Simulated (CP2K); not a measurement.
Rh:

```xyz
1
Lattice="2.6840 0.0000 0.0000 1.3420 2.3244 0.0000 1.3420 0.7748 2.1914" Properties=species:S:1:pos:R:3 pbc="T T T"
Rh    0.0000    0.0000    0.0000
```

Base run:

* Program: CP2K 2026.2
* Functional: PBE
* Potentials or basis: POTENTIAL_UZH Rh GTH-PBE-q17; DZVP-MOLOPT-PBE-GTH basis
* Density cutoff: 6803 eV
* k mesh: 12 × 12 × 12
* Occupations: fermi-dirac, width 0.05 eV
* Spin: no spin polarisation

Its results: band gap on the k mesh none (metal or under the smearing width); pressure 10.9 GPa.

Task: The run is repeated on the same cell with these changes: potentials or basis from POTENTIAL_UZH Rh GTH-PBE-q17; DZVP-MOLOPT-PBE-GTH basis to POTENTIAL_UZH Rh GTH-PBE-q17; TZV2P-MOLOPT-PBE-GTH basis; basis sets from Rh DZVP-MOLOPT-PBE-GTH-q17 to Rh TZV2P-MOLOPT-PBE-GTH-q17. What comes out?

Result: Band gap on the k mesh none (metal or under the smearing width); pressure 9.7 GPa.

Caveats: the basis of atomic orbitals isn't converged, which shifts pressures, moduli and gaps.
